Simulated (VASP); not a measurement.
A run of VASP 6.6.1 is set up as follows.

INCAR

```
SYSTEM = HfS2
ALGO = Normal
EDIFF = 1E-7
EDIFFG = -0.002
ENCUT = 520
GGA = PE
IBRION = 2
ISIF = 3
ISMEAR = 0
IVDW = 12
LASPH = .True.
LCHARG = .False.
LREAL = .False.
LWAVE = .False.
NELM = 60
NSW = 80
PREC = Accurate
SIGMA = 0.02
```

KPOINTS

```
k-points
0
Gamma
  3 3 2
  0 0 0
```

The input POSCAR:

```
HfS2                                    
1.0
    3.6448997588     -0.0000000000      0.0000000000
   -1.8224498794      3.1565757842     -0.0000000000
   -0.0000000000     -0.0000000000      5.7523931354
  Hf              S             
     1     2
Direct
     0.0000000000000000    0.0000000000000000    1.0000000000000000
     0.6666666699999979    0.3333333300000021    0.7527296350946301
     0.3333333300000021    0.6666666699999979    0.2472703649053697
```

Potentials or basis: VASP PAW PBE potentials, release 64 (Hf_pv, S).

The run is started by

```console
$ cat potpaw_PBE.64/Hf_pv/POTCAR potpaw_PBE.64/S/POTCAR > POTCAR
$ mpirun -np 1 vasp_std > vasp.out
```

(1) Estimate the band gap on the k mesh.

(2) Predict the dispersion energy per atom.

## Answers

(1) 1.13 eV, indirect (least direct gap 1.75 eV).

(2) -0.334 eV.

Caveat: the k mesh is coarse (spacing up to 0.66 Å⁻¹), so the values aren't converged; the relaxation stopped at its first step, so nothing moved; spin-orbit coupling is left out, which moves the levels of the heavy elements; an odd mesh through Γ misses points on the zone boundary, where band edges often lie.
